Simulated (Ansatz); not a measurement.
## KF: what symmetry allows forces and stress to be

```
K F
1.0
     0.00000    2.67350    2.67350
     2.67350    0.00000    2.67350
     2.67350    2.67350    0.00000
K F
1 1
Direct
  0.00000 0.00000 0.00000
  0.51683 0.48317 0.51683
```

All numbers below come from DFT PBE, scalar-relativistic, plane waves, PAW in Ansatz.

Settings: cutoff 420 eV, Γ-centred mesh 8×8×8 on the computed 2-atom cell, Gaussian smearing of 0.02 eV; no spin polarisation.

This distorted cell has space group I4mm, with 8 operations.

Problem. Without a calculation: in which directions can each atom feel a force?

Solution. A force must be left unchanged by every operation that keeps its atom in place, so it lies in the space that those operations leave fixed. Atoms that the group maps onto each other feel forces of one size.
```json
{"atom": "K1", "site symmetry": "4mm", "operations at the site": "8", "equivalent to atom": "1", "allowed force (Cartesian)": "along (0.00, 1.00, 0.00)"}
{"atom": "F2", "site symmetry": "4mm", "operations at the site": "8", "equivalent to atom": "2", "allowed force (Cartesian)": "along (0.00, 1.00, 0.00)"}
```

That leaves 2 independent force components of 6, tied by 1 condition that the forces sum to zero, so 1 remains. A relaxation in this cell that keeps the symmetry moves the atoms in these directions alone.

Problem. And the stress tensor?

Solution. It must be invariant under the point group, which leaves 2 independent components: yz, xz, xy vanish; xx = zz.

Problem. Do the computed values obey this?

Solution. Yes. Forces (eV/Å):
```
K1   0.000  0.147  0.000
F2   0.000 -0.147  0.000
```

Stress (GPa, compression positive, xx yy zz yz xz xy): 1.29 1.71 1.29 0.00 0.00 0.00. The program imposes the same operations on density, forces and stress, so this confirms the analysis and is no independent test of the calculation.